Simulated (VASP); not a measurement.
## Results of a VASP single-point calculation on SrTiO₃ (strained cubic perovskite)

POSCAR

```
Sr Ti O
 1.0000000000000000
     3.9459200166000001    0.0000000000000000    0.0000000000000000
     0.0000000000000000    3.9459200166000001    0.0000000000000000
     0.0000000000000000    0.0000000000000000    3.9459200166000001
 Sr  Ti  O
   1   1   3
Cartesian
  0.0000000000000000  0.0000000000000000  0.0000000000000000
  1.9729600083000001  1.9729600083000001  1.9729600083000001
  1.9729600083000001  1.9729600083000001  0.0000000000000000
  1.9729600083000001  0.0000000000000000  1.9729600083000001
  0.0000000000000000  1.9729600083000001  1.9729600083000001
```

```
gap between bands v and c : 2.21 eV
least direct gap          : 2.60 eV
```

Band v is the last that the valence electrons fill when counted band by band, and c is the next. Levels in eV from the top of v:

| point | v−1 | v | c | c+1 |
| --- | --- | --- | --- | --- |
| Γ | -0.40 | -0.40 | 2.21 | 2.21 |
| X | -0.77 | -0.77 | 2.35 | 4.01 |
| M | -1.57 | -0.09 | 4.01 | 4.01 |
| R | 0.00 | 0.00 | 4.67 | 4.67 |

Problem. Which of these levels of theory gave these results?
A. PBEsol
B. PBE
C. PBE with spin–orbit coupling
D. HSE06
E. r²SCAN
F. LDA
G. PBE0

Solution. E.

The INCAR was:

```
SIGMA = 0.01
NELM = 120
PREC = Accurate
ENCUT = 520
LASPH = .TRUE.
METAGGA = R2SCAN
ISIF = 2
NSW = 0
ISMEAR = 0
LCHARG = .FALSE.
ALGO = Normal
EDIFF = 1E-7
NBANDS = 28
LWAVE = .FALSE.
LREAL = .FALSE.
IBRION = -1
```
